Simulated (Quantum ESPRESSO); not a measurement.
Crystal: Zr.

```xyz
2
Lattice="3.2320 0.0000 0.0000 -1.6160 2.7990 0.0000 0.0000 0.0000 5.1470" Properties=species:S:1:pos:R:3 pbc="T T T"
Zr    1.6160    0.9330    3.8603
Zr    0.0000    1.8660    1.2868
```

Program: Quantum ESPRESSO 7.5. Alike in all runs: no spin polarisation; cell as given; smearing fermi-dirac 0.05 eV.

Task: Order these runs on this cell by their pressure, lowest first.
A. level LDA; potentials or basis PseudoDojo 0.4.1 SR LDA standard; k mesh 9 × 9 × 5; cutoff (eV) 952; form of the LDA correlation PW92; mesh quality not flagged
B. level PBE; potentials or basis SG15 PBE 1.2; k mesh 5 × 5 × 3; cutoff (eV) 898; mesh quality coarse
C. level PBEsol; potentials or basis PseudoDojo 0.4.1 SR PBEsol standard; k mesh 9 × 9 × 5; cutoff (eV) 898; mesh quality not flagged

Result: A (-6.0 GPa), C (-3.2 GPa), B (0.7 GPa).

Caveats: some runs use coarse meshes.

Not every run made on this cell is shown here.
